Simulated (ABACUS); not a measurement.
The system is GaAs.

```
As Ga
1.0
    -2.82685    0.00000    2.82685
     0.00000    2.82685    2.82685
    -2.82685    2.82685    0.00000
As Ga
1 1
Direct
  0.25000 0.25000 0.25000
  0.00000 0.00000 0.00000
```

A run of ABACUS 3.10.1 on this cell left the log below. Logs are shortened: lines on timing, memory, paths and dates and some standing lists are left out, and cuts for length are marked.

```text
ABACUS v3.10.1

               Atomic-orbital Based Ab-initio Computation at UStc

 ------------------------------------------------------------------------------------

 READING GENERAL INFORMATION
                           global_out_dir = OUT.GaAs/
                           global_in_card = INPUT
                               pseudo_dir = ./
                              orbital_dir =
                                    DSIZE = 4
                                    GSIZE = 1

 READING UNITCELL INFORMATION
                                    ntype = 2
                  lattice constant (Bohr) = 1.88973
              lattice constant (Angstrom) = 1

 READING ATOM TYPE 1
                               atom label = As
                      L=0, number of zeta = 1
                      L=1, number of zeta = 1
                      L=2, number of zeta = 1
             number of atom for this type = 1

 READING ATOM TYPE 2
                               atom label = Ga
                      L=0, number of zeta = 1
                      L=1, number of zeta = 1
                      L=2, number of zeta = 1
             number of atom for this type = 1

                        TOTAL ATOM NUMBER = 2
DIRECT COORDINATES
    atom                   x                   y                   z     mag                  vx                  vy                  vz
taud_As1            0.2500000000        0.2500000000        0.2500000000  0.0000        0.0000000000        0.0000000000        0.0000000000
taud_Ga1            0.0000000000        0.0000000000        0.0000000000  0.0000        0.0000000000        0.0000000000        0.0000000000

                          Volume (Bohr^3) = 304.884
                             Volume (A^3) = 45.1791

 Lattice vectors: (Cartesian coordinate: in unit of a_0)
             -2.82685                  +0            +2.82685
                   +0            +2.82685            +2.82685
             -2.82685            +2.82685                  +0
 Reciprocal vectors: (Cartesian coordinate: in unit of 2 pi/a_0)
            -0.176875           -0.176875           +0.176875
            +0.176875           +0.176875           +0.176875
            -0.176875           +0.176875           -0.176875
[... 155 lines left out ...]
 projector 6 L=2
      TOTAL NUMBER OF NONLOCAL PROJECTORS = 36

 Init Non-Local PseudoPotential table :
 Init Non-Local-Pseudopotential done.

                                     npwx = 4957

 -------------------------------------------
 NONSELF-CONSISTENT
 -------------------------------------------
                                 init_chg = file
 try to read charge from file
 Read in the charge density: OUT.GaAs//GaAs-CHARGE-DENSITY.restart
 try to read kinetic energy density from file
 Read in the kinetic energy density: OUT.GaAs//GaAs-TAU-DENSITY.restart

 PW ALGORITHM --------------- ION=   1  ELEC=   1--------------------------------

 k(1/102) Iter steps (avg)=12 threshold=1e-07
 k(2/102) Iter steps (avg)=12 threshold=1e-07
 k(3/102) Iter steps (avg)=12 threshold=1e-07
 k(4/102) Iter steps (avg)=13 threshold=1e-07
 k(5/102) Iter steps (avg)=13 threshold=1e-07
 k(6/102) Iter steps (avg)=13 threshold=1e-07
 k(7/102) Iter steps (avg)=15 threshold=1e-07
 k(8/102) Iter steps (avg)=19 threshold=1e-07
 k(9/102) Iter steps (avg)=17 threshold=1e-07
 k(10/102) Iter steps (avg)=18 threshold=1e-07
[... 6 lines left out ...]
 k(17/102) Iter steps (avg)=24 threshold=1e-07
 k(18/102) Iter steps (avg)=19 threshold=1e-07
 k(19/102) Iter steps (avg)=20 threshold=1e-07
 k(20/102) Iter steps (avg)=18 threshold=1e-07
 k(21/102) Iter steps (avg)=19 threshold=1e-07
 k(22/102) Iter steps (avg)=18 threshold=1e-07
 k(23/102) Iter steps (avg)=17 threshold=1e-07
 k(24/102) Iter steps (avg)=17 threshold=1e-07
 k(25/102) Iter steps (avg)=16 threshold=1e-07
 k(26/102) Iter steps (avg)=16 threshold=1e-07
[... levels at 26 k points of this process ...]

 Density error is 0.00000000000
                          Error Threshold = 1.00000000000e-07
----------------------------------------------------------
     Energy           Rydberg                 eV
----------------------------------------------------------
 E_KohnSham     -143.0776183084      -1946.6708652634
 E_KS(sigma->0) -143.0776089270      -1946.6707376228
 E_Harris       -143.0776183084      -1946.6708652634
 E_band         -4.5080806818        -61.3355843158
 E_one_elec     -82.5093038237       -1122.5966700160
 E_Hartree      52.7127314174        717.1935044204
 E_xc           -20.2709118162       -275.7999043555
 E_Ewald        -93.0101153231       -1265.4675400312
 E_entropy(-TS) -0.0000187628        -0.0002552810
 E_descf        0.0000000000         0.0000000000
 E_exx          0.0000000000         0.0000000000
 E_Fermi        0.5540245798         7.5378911167
----------------------------------------------------------

 charge density convergence is achieved
 final etot is -1946.6708653 eV
 EFERMI = 7.5378911167 eV

 STATE ENERGY(eV) AND OCCUPATIONS    NSPIN == 1
 1/26 kpoint (Cartesian) = 0.0000 0.0000 0.0000 (4957 pws)
       1       -7.54545      0.0196078
       2       -7.54545      0.0196078
       3       -7.54545      0.0196078
       4       -7.50474      0.0196078
       5       -7.50474      0.0196078
       6       -5.95414      0.0196078
[... 104 lines left out ...]
       6       -4.98542      0.0196078
[... 11 lines left out ...]
      18        21.6305        0.00000
      19        21.6305        0.00000

[... levels at 20 further k points ...]

 --------------------------------------------
 !FINAL_ETOT_IS -1946.670865263353 eV
 --------------------------------------------

 Output bands in file: OUT.GaAs/BANDS_1.dat
```

**Question.** What input gives this log?

**Answer.** Band structure with M06-L, no spin polarisation. The files as run (others can give the same):

INPUT
```
INPUT_PARAMETERS
suffix              GaAs
calculation         nscf
basis_type          pw
pseudo_dir          ./
symmetry            -1
dft_functional      MGGA_X_M06_L+MGGA_C_M06_L
ecutwfc             97.0
pseudo_rcut         10
nspin               1
nbands              19
ks_solver           dav
smearing_method     fd
smearing_sigma      0.00367493
scf_thr             1e-08
scf_nmax            100
mixing_type         broyden
mixing_beta         0.7
mixing_tau          1
init_chg            file
pw_diag_thr         1e-07
out_band            1
kpar                4
```

STRU
```
ATOMIC_SPECIES
As 74.9216 As_ONCV_PBE-1.2.upf
Ga 69.7230 Ga_ONCV_PBE-1.2.upf

LATTICE_CONSTANT
1.8897261246

LATTICE_VECTORS
-2.8268500000 0.0000000000 2.8268500000
0.0000000000 2.8268500000 2.8268500000
-2.8268500000 2.8268500000 0.0000000000

ATOMIC_POSITIONS
Direct

As
0.0
1
0.2500000000 0.2500000000 0.2500000000 1 1 1

Ga
0.0
1
0.0000000000 0.0000000000 0.0000000000 1 1 1
```

KPT
```
K_POINTS
12
Line
0.00000000 0.00000000 0.00000000 10 // G
0.50000000 0.00000000 0.50000000 10 // X
0.50000000 0.25000000 0.75000000 10 // W
0.37500000 0.37500000 0.75000000 10 // K
0.00000000 0.00000000 0.00000000 10 // G
0.50000000 0.50000000 0.50000000 10 // L
0.62500000 0.25000000 0.62500000 10 // U
0.50000000 0.25000000 0.75000000 10 // W
0.50000000 0.50000000 0.50000000 10 // L
0.37500000 0.37500000 0.75000000 1 // K
0.62500000 0.25000000 0.62500000 10 // U
0.50000000 0.00000000 0.50000000 1 // X
```

Potentials or basis: SG15 ONCV 1.2 PBE, plane waves.
Command:
```console
$ OMP_NUM_THREADS=1 mpirun -np 4 abacus > log
```

Caveat: the density is read from an earlier self-consistent run, whose mesh may be coarse.
